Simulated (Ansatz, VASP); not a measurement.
# Two plane-wave programs on AlRu

```xyz
2
Lattice="2.9916 0.0000 0.0000 0.0000 2.9916 0.0000 0.0000 0.0000 2.9916" Properties=species:S:1:pos:R:3 pbc="T T T"
Ru    1.4958    1.4958    1.4958
Al    0.0000    0.0000    0.0000
```

Alike in both runs: task band structure; functional r2SCAN; k mesh 9 × 9 × 9; occupations fermi-dirac, width 0.05 eV; no spin polarisation.

```csv
,VASP,Ansatz
version,VASP 6.6.1,Ansatz 0.2.0
potentials or method,"VASP PAW PBE potentials, release 64 (Ru_pv, Al)",Ansatz PAW
plane-wave cutoff (eV),520,500
valence electrons in the cell,17,19
```

```csv
,VASP,Ansatz,Ansatz less VASP
gap on the k mesh at the Fermi level (eV),none,none,-
pressure (GPa),-1.9,-2.0,-0.13
```

A gap of «none» marks a metal or a gap that the smearing closes. With one functional, cell and mesh, what is left measures potentials, basis and numerics. The two sets of potentials don't hold the same shells in valence.

Caveats: the PAW data sets were made with another functional, which shifts forces and pressure a little (VASP); the PAW data sets come from PBE, with cores solved anew for the run's functional, which leaves a small shift of forces and pressure (Ansatz).
